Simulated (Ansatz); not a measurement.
**Relaxing an invented ZnO structure**

These are results of Ansatz 0.2.0, DFT PBE, scalar-relativistic, plane waves, PAW, not measurements. Cutoff 420 eV, Gaussian smearing, Γ-centred meshes. Cell and atoms relax first on a coarse mesh and then on a converged one. In between, the cell is made exact in the group found at 0.06 Å. The steps can't lower the symmetry of their start. No spin polarisation in the relaxation; trial moments died out in a coarse test.

The cell of ZnO is invented: random cell by space group and Wyckoff sites (I4/mmm, No. 139). Its size is a rough estimate.

```
Zn O
1.0
    -1.96874    1.96874    3.46549
     1.96874   -1.96874    3.46549
     1.96874    1.96874   -3.46549
Zn O
2 2
Direct
  0.00000 0.00000 0.00000
  0.50000 0.50000 0.00000
  0.27551 0.27551 0.00000
  0.72449 0.72449 0.00000
```

Formation energies are uncorrected and refer to the elements' standard structures at the same level (O₂ as a molecule).

Question: Which structure results?

Answer: The symmetry goes from I4/mmm (No. 139) to P4/mmm (No. 123), and the primitive cell from 4 to 2 atoms. The volume per atom grows by 185.8 %, from 13.4 to 38.4 Å³. The shortest distance goes from 1.56 Å (Zn–O) to 1.73 Å (Zn–O). The energy falls by about 0.71 eV/atom (the start's value is from the coarse mesh). The end is written in a standard setting, so origin, axes and order of atoms can differ from the start's. Conventional cell: a = 4.711 Å, c = 3.459 Å. Zn has 2 O at 1.73 Å; O has 2 Zn at 1.73 Å.

```cif
data_structure
_symmetry_space_group_name_H-M 'P4/mmm'
_symmetry_Int_Tables_number 123
_cell_length_a 4.7114
_cell_length_b 4.7114
_cell_length_c 3.4589
_cell_angle_alpha 90.000
_cell_angle_beta 90.000
_cell_angle_gamma 90.000
_cell_volume 76.78
loop_
_atom_site_label
_atom_site_type_symbol
_atom_site_symmetry_multiplicity
_atom_site_Wyckoff_symbol
_atom_site_fract_x
_atom_site_fract_y
_atom_site_fract_z
_atom_site_occupancy
Zn1 Zn 1 a 0.00000 0.00000 0.00000 1
O1 O 1 b 0.00000 0.00000 0.50000 1
```

Question: How does it come out in energy, and is it a metal?

Answer: The formation energy is −0.729 eV/atom and the gap on the 6×6×8 mesh of the 2-atom cell is 1.85 eV.

The last run used Gaussian smearing of 0.02 eV. No dispersion correction is applied, so the spacing and binding between layers, chains or molecules are poorly described. Kohn–Sham gaps at this level usually fall short of measured ones. A structure relaxed within its symmetry needn't be a true minimum. Another cell of ZnO relaxed alike, in P6_3mc (a measured cell (COD)), lies 0.70 eV/atom lower, so this cell isn't the stable form at this level.
